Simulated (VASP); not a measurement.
# CdS (Greenockite) (P6_3mc) in VASP: notebook

One crystal, CdS (Greenockite), is run at these levels: r2SCAN, PBEsol; tasks: relaxation of cell and atoms.

Everything below comes from runs of VASP 6.6.1. Logs are shortened: lines on timing, memory, paths and dates and some standing lists are left out, and cuts for length are marked.

## (1) The crystal as given

The structure is hexagonal, space group P6_3mc (No. 186). The conventional cell has a = 4.150 Å, b = 4.150 Å, c = 6.737 Å, α = 90.00°, β = 90.00°, γ = 120.00°. Cd (site symmetry 3m) has 4 S at 2.53 to 2.54 Å as nearest neighbours. S (site symmetry 3m) has 4 Cd at 2.53 to 2.54 Å as nearest neighbours.

## (2) Relaxation of cell and atoms, r2SCAN

INCAR

```
PREC = Accurate
ENCUT = 600
EDIFF = 1E-6
ISMEAR = 0
SIGMA = 0.03
LREAL = False
LASPH = True
NELM = 80
ALGO = Normal
ISIF = 3
LWAVE = False
LCHARG = False
METAGGA = R2SCAN
LMIXTAU = True
IBRION = 2
NSW = 90
EDIFFG = -0.01
KPAR = 2
```

KPOINTS

```
Automatic mesh
0
Gamma
  9 9 4
```

POSCAR

```
CdS
1.0
    4.1500000000      0.0000000000      0.0000000000
   -2.0750000000      3.5940054257      0.0000000000
    0.0000000000      0.0000000000      6.7370000000
Cd S
2 2
Direct
    0.3333333333      0.6666666667      0.0000000000
    0.6666666667      0.3333333333      0.5000000000
    0.3333333333      0.6666666667      0.3750000000
    0.6666666667      0.3333333333      0.8750000000
```

Potentials or basis: VASP PAW PBE potentials, release 64 (Cd, S).

Command:

```sh
$ cat potpaw_PBE.64/Cd/POTCAR potpaw_PBE.64/S/POTCAR > POTCAR
$ mpirun -np 2 vasp_std > vasp.out
```

OUTCAR:

```text
PREC = Accurate
   ENCUT = 600
   EDIFF = 1E-6
   ISMEAR = 0
   LREAL = False
   LASPH = True
   NELM = 80
   ISIF = 3
   METAGGA = R2SCAN
   IBRION = 2
   NSW = 90
   EDIFFG = -0.01

 ion  position               nearest neighbor table
   1  0.333  0.667  0.000-   3 2.53   4 2.54   4 2.54   4 2.54
   2  0.667  0.333  0.500-   4 2.53   3 2.54   3 2.54   3 2.54
   3  0.333  0.667  0.375-   1 2.53   2 2.54   2 2.54   2 2.54
   4  0.667  0.333  0.875-   2 2.53   1 2.54   1 2.54   1 2.54

  LATTYP: Found a hexagonal cell.
 ALAT       =     4.1500000000
 C/A-ratio  =     1.6233734940

  Lattice vectors:

 A1 = (   4.1500000000,   0.0000000000,   0.0000000000)
 A2 = (  -2.0750000000,   3.5940054257,   0.0000000000)
 A3 = (   0.0000000000,   0.0000000000,   6.7370000000)

Analysis of symmetry for initial positions (statically):
=====================================================================
 Subroutine PRICEL returns:
 Original cell was already a primitive cell.

 Routine SETGRP: Setting up the symmetry group for a
 hexagonal supercell.

 Subroutine GETGRP returns: Found 12 space group operations
 (whereof  6 operations were pure point group operations)
 out of a pool of 24 trial point group operations.

The static configuration has the point symmetry C_3v.
 The point group associated with its full space group is C_6v.

Analysis of symmetry for dynamics (positions and initial velocities):
=====================================================================
 Subroutine PRICEL returns:
 Original cell was already a primitive cell.

 Routine SETGRP: Setting up the symmetry group for a
 hexagonal supercell.

 Subroutine GETGRP returns: Found 12 space group operations
 (whereof  6 operations were pure point group operations)
 out of a pool of 24 trial point group operations.

The dynamic configuration has the point symmetry C_3v.
 The point group associated with its full space group is C_6v.

 Subroutine INISYM returns: Found 12 space group operations
 (whereof  6 operations are pure point group operations),
 and found     1 'primitive' translations

----------------------------------------------------------------------------------------

                                     Primitive cell

  volume of cell :     100.4832

  direct lattice vectors                    reciprocal lattice vectors
     4.150000000  0.000000000  0.000000000     0.240963855  0.139120547  0.000000000
    -2.075000000  3.594005426  0.000000000     0.000000000  0.278241094  0.000000000
     0.000000000  0.000000000  6.737000000     0.000000000  0.000000000  0.148434021

  length of vectors
     4.150000000  4.150000000  6.737000000     0.278241094  0.278241094  0.148434021

  position of ions in fractional coordinates (direct lattice)
     0.333333333  0.666666667  0.000000000
     0.666666667  0.333333333  0.500000000
     0.333333333  0.666666667  0.375000000
     0.666666667  0.333333333  0.875000000

  ion indices of the primitive-cell ions
   primitive index   ion index
                 1           1
                 2           2
                 3           3
                 4           4

----------------------------------------------------------------------------------------

 KPOINTS: Automatic mesh

Automatic generation of k-mesh.
 Grid dimensions read from file:
 generate k-points for:    9    9    4

 Generating k-lattice:

  Cartesian coordinates                     Fractional coordinates (reciprocal lattice)
     0.026773762  0.015457839  0.000000000     0.111111111  0.000000000  0.000000000
     0.000000000  0.030915677  0.000000000     0.000000000  0.111111111  0.000000000
     0.000000000  0.000000000  0.037108505     0.000000000  0.000000000  0.250000000

  Length of vectors
     0.030915677  0.030915677  0.037108505

  Shift w.r.t. Gamma in fractional coordinates (k-lattice)
     0.000000000  0.000000000  0.000000000

 Subroutine IBZKPT returns following result:
 ===========================================

 Found     36 irreducible k-points:

 Following reciprocal coordinates:
            Coordinates               Weight
  0.000000  0.000000  0.000000      1.000000
  0.111111 -0.000000  0.000000      6.000000
  0.222222 -0.000000  0.000000      6.000000
  0.333333 -0.000000  0.000000      6.000000
  0.444444 -0.000000  0.000000      6.000000
  0.111111  0.111111  0.000000      6.000000
[... 16 lines left out ...]
  0.333333  0.222222  0.250000     24.000000
  0.333333  0.333333  0.250000      4.000000
 [... further k-points ...]
   k-points           NKPTS =     36   k-points in BZ     NKDIM =     36   number of bands    NBANDS=     22
   number of dos      NEDOS =    301   number of ions     NIONS =      4
   total plane-waves  NPLWV =  69984
   dimension x,y,z NGX =    36 NGY =   36 NGZ =   54
   dimension x,y,z NGXF=    72 NGYF=   72 NGZF=  108
   ions per type =               2   2
   NGX,Y,Z   is equivalent  to a cutoff of  14.42, 14.42, 13.33 a.u.
   NGXF,Y,Z  is equivalent  to a cutoff of  28.84, 28.84, 26.65 a.u.
 SYSTEM =  unknown system
   PREC   = accura    normal or accurate (medium, high low for compatibility)
   ISTART =      0    job   : 0-new  1-cont  2-samecut
   ICHARG =      2    charge: 1-file 2-atom 10-const
   ISPIN  =      1    spin polarized calculation?
   LNONCOLLINEAR =      F non collinear calculations
   LSORBIT =      F    spin-orbit coupling
   LASPH  =      T    aspherical Exc in radial PAW
   ENCUT  =  600.0 eV  44.10 Ry    6.64 a.u.   8.29  8.29 13.46*2*pi/ulx,y,z
   NELM   =     80;   NELMIN=  2; NELMDL= -5     # of ELM steps
   EDIFF  = 0.1E-05   stopping-criterion for ELM
   LREAL  =      F    real-space projection
   EDIFFG = -.1E-01   stopping-criterion for IOM
   NSW    =     90    number of steps for IOM
   IBRION =      2    ionic relax: 0-MD 1-quasi-New 2-CG
   NFREE  =      1    steps in history (QN), initial steepest desc. (CG)
   ISIF   =      3    stress and relaxation
   ISYM   =      2    0-nonsym 1-usesym 2-fastsym
   POTIM  = 0.5000    time-step for ionic-motion
   TEBEG  =    0.0;   TEEND  =   0.0 temperature during run
   PSTRESS=    0.0 pullay stress
   NELECT =      36.0000    total number of electrons
   NUPDOWN=      -1.0000    fix difference up-down
   EMIN   =  10.00;   EMAX   =-10.00  energy-range for DOS
   EFERMI =   0.00;   METHOD = LEGACY
   ISMEAR =     0;   SIGMA  =   0.03  broadening in eV -4-tet -1-fermi 0-gaus
   EFERMI_NEDOS =   21; number of points for ismear=-14 and -15
   IALGO  =     38    algorithm
   IMIX   =      4    mixing-type and parameters
     AMIX     =   0.40;   BMIX     =  1.00
     AMIX_MAG =   1.60;   BMIX_MAG =  1.00
  volume/ion in A,a.u.               =      25.12       169.52
  Fermi-wavevector in a.u.,A,eV,Ry     =   1.162727  2.197236 18.394190  1.351935
  Thomas-Fermi vector in A             =   2.299285
   LORBIT       =      0    0 simple, 1 ext, 2 COOP (PROOUT), +10 PAW based schemes
   METAGGA = R2SCAN    functional components
   LHFCALC =     F    Hartree Fock is set to
   AEXX    =    0.0000 exact exchange contribution
   IVDW    =     0    specifies the selected vdW correction
   LEPSILON=     F    determine dielectric tensor
   LRPA    =     F    only Hartree local field effects (RPA)
 conjugate gradient relaxation of ions
 non-spin polarized calculation
 Gauss-broadening in eV      SIGMA  =   0.03
  energy-cutoff  :      600.00
  volume of cell :      100.48
 maximum number of plane-waves:      3378
 NGX is ok and might be reduce to    36
   NGX = 17   NGY = 17   NGZ = 27

--------------------------------------- Ionic step        1  -------------------------------------------

 number of electron      36.0000008 magnetization

 Free energy of the ion-electron system (eV)
  ---------------------------------------------------
  ext. energy  EPLUGINS =         0.00000000
  ---------------------------------------------------
  free energy    TOTEN  =       -59.37718055 eV

  energy without entropy =      -59.37718055  energy(sigma->0) =      -59.37718055

------------------------ aborting loop because EDIFF is reached ----------------------------------------

  FORCE on cell =-STRESS in cart. coord.  units (eV):
  Direction    XX          YY          ZZ          XY          YZ          ZX
  --------------------------------------------------------------------------------------
  -------------------------------------------------------------------------------------
  Total        0.4804209      0.4804209      0.8683144      0.0000000     -0.0000000      0.0000000
  in kB        7.6601829      7.6601829     13.8450406      0.0000000     -0.0000000      0.0000000
  external PRESSURE =       9.7218021 kB  Pullay stress =       0.0000000 kB
[... 137 lines left out ...]
  energy  without entropy=      -59.3826887135  energy(sigma->0) =      -59.38268871

--------------------------------------- Ionic step        5  -------------------------------------------

 number of electron      36.0000008 magnetization

 Free energy of the ion-electron system (eV)
  ---------------------------------------------------
  ext. energy  EPLUGINS =         0.00000000
  ---------------------------------------------------
  free energy    TOTEN  =       -59.38274210 eV

  energy without entropy =      -59.38274210  energy(sigma->0) =      -59.38274210

 E-fermi :   0.9936     XC(G=0):  -9.5882

 val. band max:        0.8117397390   @ k =   0.0000   0.0000   0.0000
 cond. band min:       2.4217352231   @ k =   0.0000   0.0000   0.0000
 fundamental gap:      1.6099954841
 Fermi energy:         0.9935668036

 k-point     1 :       0.0000    0.0000    0.0000
  band No.  band energies     occupation
      1     -11.8945      2.00000
      2     -11.4860      2.00000
      3      -7.0416      2.00000
      4      -7.0328      2.00000
      5      -7.0328      2.00000
      6      -6.9469      2.00000
[... 574 lines left out ...]
      6      -6.7526      2.00000
[... 14 lines left out ...]
     21       6.2017      0.00000
     22       8.0371      0.00000

 [... further k-points ...]

------------------------ aborting loop because EDIFF is reached ----------------------------------------

  FORCE on cell =-STRESS in cart. coord.  units (eV):
  Direction    XX          YY          ZZ          XY          YZ          ZX
  --------------------------------------------------------------------------------------
  -------------------------------------------------------------------------------------
  Total        0.0066356      0.0066356     -0.0346088      0.0000000      0.0000000      0.0000000
  in kB        0.1041655      0.1041655     -0.5432874      0.0000000      0.0000000      0.0000000
  external PRESSURE =      -0.1116521 kB  Pullay stress =       0.0000000 kB
[... 19 lines left out ...]
  FREE ENERGIE OF THE ION-ELECTRON SYSTEM (eV)
  ---------------------------------------------------
  free  energy   TOTEN  =       -59.3827420954 eV

  energy  without entropy=      -59.3827420954  energy(sigma->0) =      -59.38274210

 reached required accuracy - stopping structural energy minimisation
```

Run time: 8.5 min. Hardware: 2 MPI ranks of Intel Xeon Platinum 8488C (Sapphire Rapids), shared host; peak memory 0.32 GiB.

Results:

| Quantity | Value |
| --- | --- |
| Free energy | -59.3827 eV |
| Relaxed volume | 25.52 Å³/atom |
| Relaxed cell | a = 4.167 Å, b = 4.167 Å, c = 6.789 Å, α = 90.00°, β = 90.00°, γ = 120.00° |
| Space group after relaxing (to 0.05 Å) | P6_3mc (No. 186) |
| Energy gained by relaxing | 1.4 meV/atom |
| Ionic steps | 5 |
| Pressure after relaxing | 0.0 GPa |
| Largest force after relaxing | 0.007 eV/Å |
| Band gap on the k mesh | 1.61 eV, direct |

Forces in eV/Å, atoms in the order of the input:
```
Cd   0.000  0.000 -0.007
Cd   0.000  0.000 -0.007
S    0.000  0.000  0.007
S    0.000  0.000  0.007
```

Step by step:
| step | energy change (eV) | largest force (eV/Å) | pressure (GPa) | volume (Å³) |
| --- | --- | --- | --- | --- |
| 1 | 0.0000 | 0.0722 | 0.97 | 100.48 |
| 2 | -0.0047 | 0.0016 | -0.40 | 102.72 |
| 3 | -0.0055 | 0.0196 | -0.02 | 102.07 |
| 4 | -0.0055 | 0.0187 | -0.04 | 102.11 |
| 5 | -0.0056 | 0.0074 | -0.01 | 102.06 |

Final structure:
```yaml
crystal:
  lattice:
    - [4.16650, 0.00000, 0.00000]
    - [-2.08325, 3.60830, 0.00000]
    - [0.00000, 0.00000, 6.78882]
  atoms:
    - { symbol: Cd, position: [0.33333, 0.66667, 0.99949] }
    - { symbol: Cd, position: [0.66667, 0.33333, 0.49949] }
    - { symbol: S, position: [0.33333, 0.66667, 0.37551] }
    - { symbol: S, position: [0.66667, 0.33333, 0.87551] }
```

Levels at points of the mesh, in eV from the valence-band top:
| k point | band 16 | band 17 | band 18 | band 19 | band 20 | band 21 |
| --- | --- | --- | --- | --- | --- | --- |
| (0.00, 0.00, 0.00) | -0.05 | 0.00 | 0.00 | 1.61 | 3.23 | 7.00 |
| (0.00, 0.00, 0.50) | -0.38 | -0.38 | -0.38 | 3.26 | 3.26 | 6.61 |

Caveat: the PAW data sets were made with another functional, which shifts forces and pressure a little.

## (3) Relaxation of cell and atoms, r2SCAN

This run uses another cell than the first one, of 25.52 Å³/atom, 1.016 times its volume.

Changes to INCAR since step 2:

```diff
@@ -2,3 +2,3 @@
 ENCUT = 600
-EDIFF = 1E-6
+EDIFF = 1E-7
 ISMEAR = 0
@@ -16,3 +16,3 @@
 NSW = 90
-EDIFFG = -0.01
+EDIFFG = -0.005
 KPAR = 2
```

KPOINTS is that of step 2.

POSCAR

```
CdS                                     
1.0
    4.1665006475      0.0000000000      0.0000000000
   -2.0832503237      3.6082954056     -0.0000000000
    0.0000000000     -0.0000000000      6.7888197336
  Cd              S             
     2     2
Direct
     0.3333333332999970    0.6666666667000030    0.9994869119110612
     0.6666666667000030    0.3333333332999970    0.4994869119110610
     0.3333333332999970    0.6666666667000030    0.3755130880889390
     0.6666666667000030    0.3333333332999970    0.8755130880889388
```

Potentials or basis: VASP PAW PBE potentials, release 64 (Cd, S).

Command:

```sh
$ cat potpaw_PBE.64/Cd/POTCAR potpaw_PBE.64/S/POTCAR > POTCAR
$ mpirun -np 2 vasp_std > vasp.out
```

It took 10 min on 2 MPI ranks of Intel Xeon Platinum 8488C (Sapphire Rapids), shared host; peak memory 0.32 GiB.

It converged, with:

- Free energy: -59.3834 eV
- Energy gained by relaxing: 0.0 meV/atom
- Ionic steps: 7
- Pressure after relaxing: 0.0 GPa
- Band gap on the k mesh: 1.62 eV, direct

Final structure:
```cif
data_structure
_symmetry_space_group_name_H-M 'P 1'
_symmetry_Int_Tables_number 1
_cell_length_a 4.1700
_cell_length_b 4.1700
_cell_length_c 6.7769
_cell_angle_alpha 90.000
_cell_angle_beta 90.000
_cell_angle_gamma 120.000
_cell_volume 102.05
loop_
_atom_site_label
_atom_site_type_symbol
_atom_site_fract_x
_atom_site_fract_y
_atom_site_fract_z
_atom_site_occupancy
Cd1 Cd 0.33333 0.66667 0.99909 1
Cd2 Cd 0.66667 0.33333 0.49909 1
S1 S 0.33333 0.66667 0.37591 1
S2 S 0.66667 0.33333 0.87591 1
```

Levels at points of the mesh, in eV from the valence-band top:
| k point | band 14 | band 15 | band 16 | band 17 | band 18 | band 19 | band 20 | band 21 | band 22 |
| --- | --- | --- | --- | --- | --- | --- | --- | --- | --- |
| (0.00, 0.00, 0.00) | -0.74 | -0.74 | -0.04 | 0.00 | 0.00 | 1.62 | 3.22 | 6.99 | 6.99 |
| (0.00, 0.00, 0.50) | -2.40 | -0.38 | -0.38 | -0.38 | -0.38 | 3.25 | 3.25 | 6.62 | 6.62 |

Caveat: the PAW data sets were made with another functional, which shifts forces and pressure a little. r2SCAN opens gaps a little over a GGA but as a rule still falls short of measured ones.

[end of part 1 of 2]
